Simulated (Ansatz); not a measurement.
## TiO2: field gradients at two levels of theory

Cell: an entry of the Crystallography Open Database (COD), its atoms then relaxed with PBE in this cell.

```cif
data_TiO2
_symmetry_space_group_name_H-M 'Pbcn'
_symmetry_Int_Tables_number 60
_cell_length_a 4.5318
_cell_length_b 5.5019
_cell_length_c 4.9063
_cell_angle_alpha 90.000
_cell_angle_beta 90.000
_cell_angle_gamma 90.000
loop_
_atom_site_label
_atom_site_type_symbol
_atom_site_symmetry_multiplicity
_atom_site_Wyckoff_symbol
_atom_site_fract_x
_atom_site_fract_y
_atom_site_fract_z
Ti Ti 4 c 0.0000 0.1758 0.2500
O O 8 d 0.2702 0.3824 0.4195
```

One atom of each set is listed.

First run. Level of theory: DFT, PBE, plane waves and PAW, scalar-relativistic, 420 eV cutoff, Γ-centred 5×4×4 k-points, Fermi–Dirac smearing 0.02 eV (Ansatz 0.2.0).

```tsv
site	V_zz (10²¹ V/m²)	η
Ti	2.83	0.51
O	-2.71	0.53
```

Second run. The same atoms and settings, except that the gradients are read without the response of the frozen cores to their surroundings (frozen_core: stored), which the first run includes.

Problem. Given the first result, estimate the second.

Solution. 

```json
{"site": "Ti", "V_zz": "2.88", "η": "0.51", "change of V_zz": "+0.05"}
{"site": "O", "V_zz": "-2.80", "η": "0.53", "change of V_zz": "-0.09"}
```

The largest change of V_zz is on O, from -2.71 to -2.80. In per cent, |V_zz| changes by +2 on Ti, +3 on O (all sites that start above 0.5).

At this cell the PBE pressure is 6 GPa, so with PBE the cell would grow if it were relaxed.
